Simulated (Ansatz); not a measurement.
Is this TiAl structure a true minimum?

The cell was relaxed from a distorted copy of a database structure.

Computed with Ansatz 0.2.0, DFT PBE, scalar-relativistic, plane waves, PAW. Cutoff 420 eV; k points 20×20×14 on the computed 2-atom cell (Γ-centred); Gaussian smearing, width 0.10 eV; no spin polarisation.

The cell below (2 atoms, space group P4/mmm (No. 123)) is relaxed within its symmetry.

```
Ti Al
1.0
     2.82228    0.00000    0.00000
     0.00000    2.82228    0.00000
     0.00000    0.00000    4.07488
Ti Al
1 1
Direct
  0.50000 0.50000 0.50000
  0.00000 0.00000 0.00000
```

For the test a repeat of it with 4 atoms (edges 2.82, 4.07, 5.64 Å) was strained at random (σ = 1.5 % a component), the atoms were moved at random (σ = 0.10 Å), and all was relaxed again on a coarse 8×6×4 mesh (in the run’s order of axes) with 0.20 eV smearing, with no symmetry imposed.

**Question.** Does it come back?

**Answer.** It returns, within 1 meV/atom of the unmoved cell on that mesh and with the same symmetry when read at 0.1 Å. So it is stable against the distortions that fit this cell and that this random move excites. Modes that don't fit the cell aren't tested.
